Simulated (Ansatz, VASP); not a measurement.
BeH8 in VASP and in Ansatz

```xyz
9
Lattice="0.0000 3.1979 3.1979 3.1979 0.0000 3.1979 3.1979 3.1979 0.0000" Properties=species:S:1:pos:R:3 pbc="T T T"
Be    0.0000    0.0000    0.0000
H     1.2990    3.1979    3.1979
H     5.0969    3.1979    3.1979
H     3.1979    1.2990    3.1979
H     3.1979    5.0969    3.1979
H     3.1979    3.1979    1.2990
H     3.1979    3.1979    5.0969
H     1.5990    1.5990    1.5990
H     3.1979    3.1979    3.1979
```

Alike in both runs: task relaxation of cell and atoms; functional PBE; k mesh 6 × 6 × 6; occupations gaussian, width 0.1 eV; no spin polarisation.

```csv
,VASP,Ansatz
version,VASP 6.6.1,Ansatz 0.2.0
potentials or method,"VASP PAW PBE potentials, release 64 (Be, H)","scalar-relativistic, plane waves, PAW"
plane-wave cutoff (eV),600,420
valence electrons in the cell,10,10
```

Ansatz gave:

* gap on the k mesh at the Fermi level, each at its own relaxed structure (eV): 0.14
* relaxed volume (Å³/atom): 4.92
* relaxed cell length with the largest relative difference (Å): 3.971
* energy change over the relaxation (meV/atom): -230

Question: Which values does VASP return?

Answer: gap on the k mesh at the Fermi level, each at its own relaxed structure (eV): 0.14; relaxed volume (Å³/atom): 4.96; relaxed cell length with the largest relative difference (Å): 3.982; energy change over the relaxation (meV/atom): -231.

Caveats: the volume moved by over 15 % at a fixed basis, so the end points are rough. A k mesh can miss the band edges.
